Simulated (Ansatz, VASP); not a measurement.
One calculation of SrCl2, two programs

```
CELL_PARAMETERS angstrom
0.00000 3.48550 3.48550
3.48550 0.00000 3.48550
3.48550 3.48550 0.00000
ATOMIC_POSITIONS crystal
Sr 0.00000 0.00000 0.00000
Cl 0.25000 0.25000 0.25000
Cl 0.75000 0.75000 0.75000
```

Alike in both runs: task relaxation of cell and atoms; functional PBE; dispersion D3(BJ); k mesh 6 × 6 × 6; occupations gaussian, width 0.02 eV; no spin polarisation.

|  | VASP | Ansatz |
| --- | --- | --- |
| version | VASP 6.6.1 | Ansatz 0.2.0 |
| potentials or method | VASP PAW PBE potentials, release 64 (Sr_sv, Cl) | scalar-relativistic, plane waves, PAW |
| plane-wave cutoff (eV) | 600 | 420 |
| valence electrons in the cell | 24 | 24 |

VASP gave:

```
gap on the k mesh at the Fermi level, each at its own relaxed structure (eV) : 5.36
relaxed volume (Å³/atom)                                                     : 28.16
relaxed cell length with the largest relative difference (Å)                 : 4.925
```

Task: Estimate Ansatz's values.

Result: gap on the k mesh at the Fermi level, each at its own relaxed structure (eV): 5.38; relaxed volume (Å³/atom): 28.06; relaxed cell length with the largest relative difference (Å): 4.920.

A k mesh can miss the band edges.
